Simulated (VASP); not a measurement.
# WC (Qusongite) (P-6m2) in VASP: notebook, part 2 of 2

VASP 6.6.1.

## 4. Band structure, PBE

POSCAR reads:

```
WC
1.0
    2.9065000000      0.0000000000      0.0000000000
   -1.4532500000      2.5171028361      0.0000000000
    0.0000000000      0.0000000000      2.8366000000
W C
1 1
Direct
    0.0000000000      0.0000000000      0.0000000000
    0.6666666667      0.3333333333      0.5000000000
```

INCAR.step1 reads:

```
ALGO = Normal ; EDIFF = 1E-7
ENCUT = 520 ; GGA = PE
ISIF = 2 ; ISMEAR = -1
LASPH = True ; LCHARG = True
LMAXMIX = 4 ; LREAL = False
LWAVE = False ; NBANDS = 16
NELM = 80 ; PREC = Accurate
SIGMA = 0.05
```

KPOINTS.step1 reads:

```
k-points
0
Gamma
  10 10 9
```

INCAR.step2 reads:

```
ALGO = Normal ; EDIFF = 1E-7
ENCUT = 520 ; GGA = PE
ICHARG = 11 ; ISIF = 2
ISMEAR = 0 ; LASPH = True
LCHARG = False ; LMAXMIX = 4
LREAL = False ; LWAVE = False
NBANDS = 16 ; NELM = 80
PREC = Accurate ; SIGMA = 0.05
```

KPOINTS.step2 reads:

```
path GMKGALHA,LM,KH
20
line-mode
reciprocal
 0.0000000000  0.0000000000  0.0000000000  G
 0.5000000000  0.0000000000  0.0000000000  M

 0.5000000000  0.0000000000  0.0000000000  M
 0.3333333333  0.3333333333  0.0000000000  K

 0.3333333333  0.3333333333  0.0000000000  K
 0.0000000000  0.0000000000  0.0000000000  G

 0.0000000000  0.0000000000  0.0000000000  G
 0.0000000000  0.0000000000  0.5000000000  A

 0.0000000000  0.0000000000  0.5000000000  A
 0.5000000000  0.0000000000  0.5000000000  L

 0.5000000000  0.0000000000  0.5000000000  L
 0.3333333333  0.3333333333  0.5000000000  H

 0.3333333333  0.3333333333  0.5000000000  H
 0.0000000000  0.0000000000  0.5000000000  A

 0.5000000000  0.0000000000  0.5000000000  L
 0.5000000000  0.0000000000  0.0000000000  M

 0.3333333333  0.3333333333  0.0000000000  K
 0.3333333333  0.3333333333  0.5000000000  H
```

Potentials or basis: VASP PAW PBE potentials, release 64 (W_sv, C).

Started as:

```console
> cat potpaw_PBE.64/W_sv/POTCAR potpaw_PBE.64/C/POTCAR > POTCAR
> cp INCAR.step1 INCAR
> cp KPOINTS.step1 KPOINTS
> mpirun -np 1 vasp_std > vasp.out
> cp INCAR.step2 INCAR
> cp KPOINTS.step2 KPOINTS
> mpirun -np 1 vasp_std > vasp.out
```

OUTCAR:

```text
EDIFF = 1E-7
   ENCUT = 520
   GGA = PE
   ICHARG = 11
   ISIF = 2
   ISMEAR = 0
   LASPH = True
   LREAL = False
   NELM = 80
   PREC = Accurate

 ion  position               nearest neighbor table
   1  0.000  0.000  0.000-   2 2.20   2 2.20   2 2.20   2 2.20   2 2.20   2 2.20
   2  0.667  0.333  0.500-   1 2.20   1 2.20   1 2.20   1 2.20   1 2.20   1 2.20

  LATTYP: Found a hexagonal cell.
 ALAT       =     2.9065000000
 C/A-ratio  =     0.9759504559

  Lattice vectors:

 A1 = (   2.9065000000,   0.0000000000,   0.0000000000)
[... 619 lines left out ...]
      3     -27.0048      2.00000
      4     -26.7936      2.00000
      5       0.0105      2.00000
      6       4.0614      2.00000
[... 8 lines left out ...]
     15      24.0494      0.00000
     16      29.1032      0.00000

 [... further k-points ...]
[... 5 lines left out ...]
  --------------------------------------------------------------------------------------
  -------------------------------------------------------------------------------------
  Total        1.3992012      1.3992012      4.0842596      0.0000000     -0.0000000      0.0000000
  in kB      108.0242746    108.0242746    315.3221949      0.0000000     -0.0000000      0.0000000
  external PRESSURE =     177.1235814 kB  Pullay stress =       0.0000000 kB

 VOLUME and BASIS-vectors are now :
 -----------------------------------------------------------------------------
  energy-cutoff  :      520.00
  volume of cell :       20.75
      direct lattice vectors                 reciprocal lattice vectors
     2.906500000  0.000000000  0.000000000     0.344056425  0.198641070  0.000000000
    -1.453250000  2.517102836  0.000000000     0.000000000  0.397282139  0.000000000
     0.000000000  0.000000000  2.836600000     0.000000000  0.000000000  0.352534725

 POSITION                                       TOTAL-FORCE (eV/Angst)
 -----------------------------------------------------------------------------------
      0.00000      0.00000      0.00000        -0.000000      0.000000      0.000000
      1.45325      0.83903      1.41830         0.000000     -0.000000      0.000000
 -----------------------------------------------------------------------------------
    total drift:                               -0.000003      0.000002      0.000000

  FREE ENERGIE OF THE ION-ELECTRON SYSTEM (eV)
  ---------------------------------------------------
  free  energy   TOTEN  =       -21.4925487566 eV

  energy  without entropy=      -21.4907309912  energy(sigma->0) =      -21.49163987
```

Run time: 41 s. Hardware: 1 thread of Intel Xeon Platinum 8488C (Sapphire Rapids), shared host; peak memory 0.18 GiB.

Results:

| Item | Value |
| --- | --- |
| Band gap along the path | none (metal or under the smearing width) |

Levels at the corners of the path, in eV from the Fermi level:
```
point  band 5  band 6  band 7  band 8  band 9  band 10  band 11  band 12  band 13  band 14
    Γ  -14.45   -4.31   -3.33   -3.33    0.09     3.24     3.24     5.62     5.62     6.39
    M  -11.11   -7.03   -3.62   -3.57   -0.47     2.35     4.54     4.89     6.86     9.67
    M  -11.11   -7.03   -3.62   -3.57   -0.47     2.35     4.54     4.89     6.86     9.67
    K  -10.35   -6.57   -4.56   -3.45    0.62     0.98     2.06     3.22     9.19    15.23
    K  -10.35   -6.57   -4.56   -3.45    0.62     0.98     2.06     3.22     9.19    15.23
    Γ  -14.45   -4.31   -3.33   -3.33    0.09     3.24     3.24     5.62     5.62     6.39
    Γ  -14.45   -4.31   -3.33   -3.33    0.09     3.24     3.24     5.62     5.62     6.39
    A  -10.42   -8.65   -2.02   -2.02   -0.58    -0.58     3.67     4.52     4.52     9.97
    A  -10.42   -8.65   -2.02   -2.02   -0.58    -0.58     3.67     4.52     4.52     9.97
    L  -11.30   -6.45   -4.32   -4.19    0.29     4.44     5.31     6.64     9.18    10.15
    L  -11.30   -6.45   -4.32   -4.19    0.29     4.44     5.31     6.64     9.18    10.15
    H  -10.96   -7.21   -5.40   -1.62   -0.65     4.41     6.39     7.60     9.13    10.10
    H  -10.96   -7.21   -5.40   -1.62   -0.65     4.41     6.39     7.60     9.13    10.10
    A  -10.42   -8.65   -2.02   -2.02   -0.58    -0.58     3.67     4.52     4.52     9.97
    L  -11.30   -6.45   -4.32   -4.19    0.29     4.44     5.31     6.64     9.18    10.15
    M  -11.11   -7.03   -3.62   -3.57   -0.47     2.35     4.54     4.89     6.86     9.67
    K  -10.35   -6.57   -4.56   -3.45    0.62     0.98     2.06     3.22     9.19    15.23
    H  -10.96   -7.21   -5.40   -1.62   -0.65     4.41     6.39     7.60     9.13    10.10
```

Caveat: the log is that of the step along the path at fixed density, whose energy, stress, charges and moments have no meaning; spin-orbit coupling is left out, which moves the levels of the heavy elements.

## 5. Band structure, PBE, spin-orbit coupling, no magnetisation

POSCAR is that of step 4.

INCAR.step1 reads:

```
ALGO     = Normal         # electronic algorithm
EDIFF    = 1E-7           # SCF threshold, eV
ENCUT    = 520            # plane-wave cutoff, eV
GGA      = PE             # functional
GGA_COMPAT= F            
ISIF     = 2              # what is computed and relaxed
ISMEAR   = -1             # smearing method
LASPH    = T              # aspherical terms in the spheres
LCHARG   = T              # write CHGCAR
LMAXMIX  = 4              # l up to which the mixer works
LORBIT   = 11             # projections on sites
LREAL    = F              # projectors in reciprocal space
LSORBIT  = T              # spin-orbit coupling
LWAVE    = F              # write WAVECAR
MAGMOM   = 0 0 0 0 0 0    # initial moments
NBANDS   = 30             # bands
NELM     = 60             # most SCF steps
PREC     = Accurate       # precision mode
SIGMA    = 0.05           # smearing width, eV
```

KPOINTS.step1 reads:

```
k-points
0
Gamma
  7 7 7
```

INCAR.step2 reads:

```
ALGO     = Normal         # electronic algorithm
EDIFF    = 1E-7           # SCF threshold, eV
ENCUT    = 520            # plane-wave cutoff, eV
GGA      = PE             # functional
GGA_COMPAT= F            
ICHARG   = 11             # starting density
ISIF     = 2              # what is computed and relaxed
ISMEAR   = 0              # smearing method
LASPH    = T              # aspherical terms in the spheres
LCHARG   = F              # write CHGCAR
LMAXMIX  = 4              # l up to which the mixer works
LORBIT   = 11             # projections on sites
LREAL    = F              # projectors in reciprocal space
LSORBIT  = T              # spin-orbit coupling
LWAVE    = F              # write WAVECAR
MAGMOM   = 0 0 0 0 0 0    # initial moments
NBANDS   = 30             # bands
NELM     = 60             # most SCF steps
PREC     = Accurate       # precision mode
SIGMA    = 0.05           # smearing width, eV
```

Changes to KPOINTS.step2 since step 4:

```diff
@@ -1,3 +1,3 @@
 path GMKGALHA,LM,KH
-20
+10
 line-mode
```

Potentials or basis: VASP PAW PBE potentials, release 64 (W_sv, C).

Started as:

```console
> cat potpaw_PBE.64/W_sv/POTCAR potpaw_PBE.64/C/POTCAR > POTCAR
> cp INCAR.step1 INCAR
> cp KPOINTS.step1 KPOINTS
> mpirun -np 1 vasp_ncl > vasp.out
> cp INCAR.step2 INCAR
> cp KPOINTS.step2 KPOINTS
> mpirun -np 1 vasp_ncl > vasp.out
```

OUTCAR:

```text
EDIFF = 1E-7
   ENCUT = 520
   GGA = PE
   ICHARG = 11
   ISIF = 2
   ISMEAR = 0
   LASPH = T
   LORBIT = 11
   LREAL = F
   LSORBIT = T
   NELM = 60
   PREC = Accurate

 ion  position               nearest neighbor table
   1  0.000  0.000  0.000-   2 2.20   2 2.20   2 2.20   2 2.20   2 2.20   2 2.20
   2  0.667  0.333  0.500-   1 2.20   1 2.20   1 2.20   1 2.20   1 2.20   1 2.20

  LATTYP: Found a hexagonal cell.
 ALAT       =     2.9065000000
 C/A-ratio  =     0.9759504559

  Lattice vectors:

 A1 = (   2.9065000000,   0.0000000000,   0.0000000000)
 A2 = (  -1.4532500000,   2.5171028361,   0.0000000000)
 A3 = (   0.0000000000,   0.0000000000,   2.8366000000)

Analysis of symmetry for initial positions (statically):
=====================================================================
 Subroutine PRICEL returns:
 Original cell was already a primitive cell.

 Routine SETGRP: Setting up the symmetry group for a
 hexagonal supercell.

 Subroutine GETGRP returns: Found 12 space group operations
 (whereof 12 operations were pure point group operations)
[... 1019 lines left out ...]
     0.0000000     0.0000000     0.0000000     0.0000000     0.0000000     0.0000000     0.0000000
     0.0000000     0.0000000     0.0000000     0.0000000     0.0000000     0.0000000     0.0000000
     0.0000000     0.0000000     0.0000000     0.0000000     0.0000000     0.0000000     0.0000000
     0.0000000     0.0000000     0.0000000     0.0000000     0.0000000     0.0000000     0.0000000
     0.0000000     0.0000000     0.0000000     0.0000000     0.0000000     0.0000000     0.0000000
     0.0000000     0.0000000     0.0000000     0.0000000     0.0000000     0.0000000     0.0000000

 Ion:    2  E_soc:     -0.0003092
 l=   1
     0.0000000    -0.0000543    -0.0000459
    -0.0000543     0.0000000    -0.0000543
    -0.0000459    -0.0000543     0.0000000
 l=   2
     0.0000000     0.0000000     0.0000000     0.0000000     0.0000000
     0.0000000     0.0000000     0.0000000     0.0000000     0.0000000
     0.0000000     0.0000000     0.0000000     0.0000000     0.0000000
     0.0000000     0.0000000     0.0000000     0.0000000     0.0000000
     0.0000000     0.0000000     0.0000000     0.0000000     0.0000000
 l=   3
     0.0000000     0.0000000     0.0000000     0.0000000     0.0000000     0.0000000     0.0000000
     0.0000000     0.0000000     0.0000000     0.0000000     0.0000000     0.0000000     0.0000000
     0.0000000     0.0000000     0.0000000     0.0000000     0.0000000     0.0000000     0.0000000
     0.0000000     0.0000000     0.0000000     0.0000000     0.0000000     0.0000000     0.0000000
     0.0000000     0.0000000     0.0000000     0.0000000     0.0000000     0.0000000     0.0000000
     0.0000000     0.0000000     0.0000000     0.0000000     0.0000000     0.0000000     0.0000000
     0.0000000     0.0000000     0.0000000     0.0000000     0.0000000     0.0000000     0.0000000

 total charge

# of ion       s       p       d       tot
------------------------------------------
    1        2.325   6.433   3.414  12.171
    2        0.854   1.620   0.000   2.474
--------------------------------------------------
tot          3.179   8.053   3.414  14.645

 magnetization (x)

# of ion       s       p       d       tot
------------------------------------------
    1        0.000  -0.000   0.000  -0.000
    2        0.000   0.000   0.000   0.000
--------------------------------------------------
tot          0.000  -0.000   0.000  -0.000

 magnetization (y)

# of ion       s       p       d       tot
------------------------------------------
    1        0.000   0.000   0.000   0.000
    2        0.000   0.000   0.000   0.000
--------------------------------------------------
tot          0.000   0.000   0.000   0.000

 magnetization (z)

# of ion       s       p       d       tot
------------------------------------------
    1        0.000   0.000   0.000   0.000
    2       -0.000   0.000   0.000   0.000
--------------------------------------------------
tot         -0.000   0.000   0.000   0.000
```

OSZICAR.step1:

```text
N       E                     dE             d eps       ncg     rms          rms(c)
DAV:   1     0.174185353470E+03    0.17419E+03   -0.92631E+03  2880   0.136E+03
DAV:   2    -0.166325438091E+02   -0.19082E+03   -0.18289E+03  3086   0.423E+02
DAV:   3    -0.261517711734E+02   -0.95192E+01   -0.93538E+01  3400   0.916E+01
DAV:   4    -0.262682711030E+02   -0.11650E+00   -0.11641E+00  3096   0.105E+01
DAV:   5    -0.262691573020E+02   -0.88620E-03   -0.88619E-03  3228   0.102E+00    0.325E+01
DAV:   6    -0.232532953645E+02    0.30159E+01   -0.54171E+00  3278   0.278E+01    0.829E+00
DAV:   7    -0.232185137253E+02    0.34782E-01   -0.58785E-01  2978   0.622E+00    0.644E+00
DAV:   8    -0.231893454332E+02    0.29168E-01   -0.71283E-02  3110   0.235E+00    0.164E+00
DAV:   9    -0.231881599141E+02    0.11855E-02   -0.22142E-03  3120   0.408E-01    0.427E-01
DAV:  10    -0.231880362589E+02    0.12366E-03   -0.65596E-04  3200   0.225E-01    0.110E-01
DAV:  11    -0.231880238118E+02    0.12447E-04   -0.11299E-04  2954   0.138E-01    0.351E-02
DAV:  12    -0.231880208870E+02    0.29248E-05   -0.85118E-06  3182   0.308E-02    0.835E-03
DAV:  13    -0.231880204085E+02    0.47850E-06   -0.14597E-06  3018   0.114E-02    0.157E-03
DAV:  14    -0.231880204059E+02    0.25993E-08   -0.91041E-08  2464   0.239E-03
   1 F= -.23188020E+02 E0= -.23186060E+02  d E =-.391983E-02  mag=     0.0000     0.0000     0.0000
```

Run time: 2.2 min. Hardware: 1 thread of Intel Xeon Platinum 8488C (Sapphire Rapids), shared host; peak memory 0.24 GiB.

Caveat: the log is that of the step along the path at fixed density, whose energy, stress, charges and moments have no meaning.
